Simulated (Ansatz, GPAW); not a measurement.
Given: the input of a run of Ansatz 0.2.0 on Sn. This isn't the form of Sn at room conditions, which is tetragonal (white tin).

Contents of input.yaml:

```yaml
crystal:
  lattice:
    - [0.0, 3.2333428, 3.2333428]
    - [3.2333428, 0.0, 3.2333428]
    - [3.2333428, 3.2333428, 0.0]
  atoms:
    - { symbol: Sn, position: [0.75, 0.75, 0.75] }
    - { symbol: Sn, position: [0.5, 0.5, 0.5] }
kpoints:
  mp_grid: { grid: [7, 7, 7] }
scf:
  occupations: { method: gaussian, width: 0.014 }
hamiltonian:
  xc: pbe
  pseudopotentials: { kind: all_electron, lapw: { basis_error: 0.001 } }
output:
  forces: true
  stress: true
  eigenvalues: true
```

Potentials or basis: all-electron LAPW, scalar-relativistic.

Run with:

```console
$ ansatz run input.yaml --threads 1 --pin off --max-ram 3072MiB --backend cpu --events-out ev --progress --plain --runs-dir out
```

Set up the same calculation for GPAW 26.7.0 (ASE script). Potentials or basis there: GPAW PAW data sets (gpaw-data 1.2.1), cutoff 600 eV.

As run (cutoffs and basis follow the program's own potentials, and thresholds, step limits or extra output files can differ):

File run.py:

```python
from ase import Atoms
from ase.dft.bandgap import bandgap
from ase.io import write
from ase.units import GPa
from gpaw import GPAW, PW

atoms = Atoms(['Sn', 'Sn'],
              cell=[[0.0, 3.2333428, 3.2333428],
                    [3.2333428, 0.0, 3.2333428],
                    [3.2333428, 3.2333428, 0.0]],
              scaled_positions=[[0.75, 0.75, 0.75],
                                [0.5, 0.5, 0.5]],
              pbc=True)

calc = GPAW(mode=PW(600),
            xc='PBE',
            kpts={'size': (7, 7, 7), 'gamma': True},
            occupations={'name': 'methfessel-paxton', 'order': 0, 'width': 0.014},
            nbands=24,
            convergence={'density': 1e-05, 'energy': 1e-05},
            maxiter=150,
            txt='gpaw.txt')
atoms.calc = calc
energy = atoms.get_potential_energy()
forces = atoms.get_forces()
stress = atoms.get_stress()
calc.write('gs.gpw')
write('result.traj', atoms)
print(f'Energy: {energy:.6f} eV')
print('Forces (eV/A):')
print(forces.round(4))
print('Stress (GPa):', (stress / GPa).round(3))
print('Fermi level:', round(calc.get_fermi_level(), 4), 'eV')
print(f'Gap: {bandgap(calc)[0]:.4f} eV, direct: {bandgap(calc, direct=True)[0]:.4f} eV')
```

Potentials or basis: GPAW PAW data sets (gpaw-data 1.2.1), pw.

Run with:

```console
$ OMP_NUM_THREADS=1 python run.py
```

Both were run:

|  | Ansatz | GPAW |
| --- | --- | --- |
| Pressure | 3.8 GPa | 3.5 GPa |

Where Ansatz's input types no cutoff or centring, it takes its own default and a Γ-centred mesh.

Pressure is positive in compression.
